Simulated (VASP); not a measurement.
Write the native input for VASP 6.6.1 that does the following.

* Task: band structure
* Functional: TB-mBJ
* Potentials or basis: VASP PAW PBE potentials, release 64 (Se, Mg)
* Cutoff: 520 eV
* k mesh: 8 × 8 × 8
* Occupations: gaussian, width 0.02 eV
* Spin: no spin polarisation
* Further INCAR settings: ALGO = Normal; EDIFF = 1e-07; NBANDS = 11

MgSe:

```
Se Mg
1.0
     0.00000    2.72550    2.72550
     2.72550    0.00000    2.72550
     2.72550    2.72550    0.00000
Se Mg
1 1
Direct
  0.50000 0.50000 0.50000
  0.00000 0.00000 0.00000
```

One way to write it, as run:

POSCAR

```
MgSe
1.0
    0.0000000000      2.7255000000      2.7255000000
    2.7255000000      0.0000000000      2.7255000000
    2.7255000000      2.7255000000      0.0000000000
Se Mg
1 1
Direct
    0.5000000000      0.5000000000      0.5000000000
    0.0000000000      0.0000000000      0.0000000000
```

INCAR.step1

```
PREC = Accurate
ENCUT = 520
EDIFF = 1E-5
ISMEAR = 0
SIGMA = 0.02
LREAL = False
LASPH = True
NELM = 80
ALGO = Normal
ISIF = 2
LWAVE = True
LCHARG = False
NBANDS = 11
GGA = PE
```

INCAR.step2

```
PREC = Accurate
ENCUT = 520
EDIFF = 1E-7
ISMEAR = 0
SIGMA = 0.02
LREAL = False
LASPH = True
NELM = 80
ALGO = Normal
ISIF = 2
LWAVE = False
LCHARG = False
METAGGA = MBJ
NBANDS = 11
ISTART = 1
```

KPOINTS

```
Automatic mesh
0
Gamma
  8 8 8
```

KPOINTS_OPT

```
path GXWKGLUWLK,UX
15
line-mode
reciprocal
 0.0000000000  0.0000000000  0.0000000000  G
 0.5000000000  0.0000000000  0.5000000000  X

 0.5000000000  0.0000000000  0.5000000000  X
 0.5000000000  0.2500000000  0.7500000000  W

 0.5000000000  0.2500000000  0.7500000000  W
 0.3750000000  0.3750000000  0.7500000000  K

 0.3750000000  0.3750000000  0.7500000000  K
 0.0000000000  0.0000000000  0.0000000000  G

 0.0000000000  0.0000000000  0.0000000000  G
 0.5000000000  0.5000000000  0.5000000000  L

 0.5000000000  0.5000000000  0.5000000000  L
 0.6250000000  0.2500000000  0.6250000000  U

 0.6250000000  0.2500000000  0.6250000000  U
 0.5000000000  0.2500000000  0.7500000000  W

 0.5000000000  0.2500000000  0.7500000000  W
 0.5000000000  0.5000000000  0.5000000000  L

 0.5000000000  0.5000000000  0.5000000000  L
 0.3750000000  0.3750000000  0.7500000000  K

 0.6250000000  0.2500000000  0.6250000000  U
 0.5000000000  0.0000000000  0.5000000000  X
```

Potentials or basis: VASP PAW PBE potentials, release 64 (Se, Mg).

Command:

```bash
$ cat potpaw_PBE.64/Se/POTCAR potpaw_PBE.64/Mg/POTCAR > POTCAR
$ cp INCAR.step1 INCAR
$ mpirun -np 1 vasp_std > vasp.out
$ cp INCAR.step2 INCAR
$ mpirun -np 1 vasp_std > vasp.out
```

It gave:

```yaml
Band_gap_on_the_k_mesh: 2.79 eV, indirect (least direct gap 3.80 eV)
Band_gap_along_the_path: 2.79 eV, indirect (least direct gap 3.80 eV)
```

Run time: 89 s on 1 thread of Intel(R) Xeon(R) Platinum 8488C (Sapphire Rapids), on a shared host, peak memory 0.19 GiB.
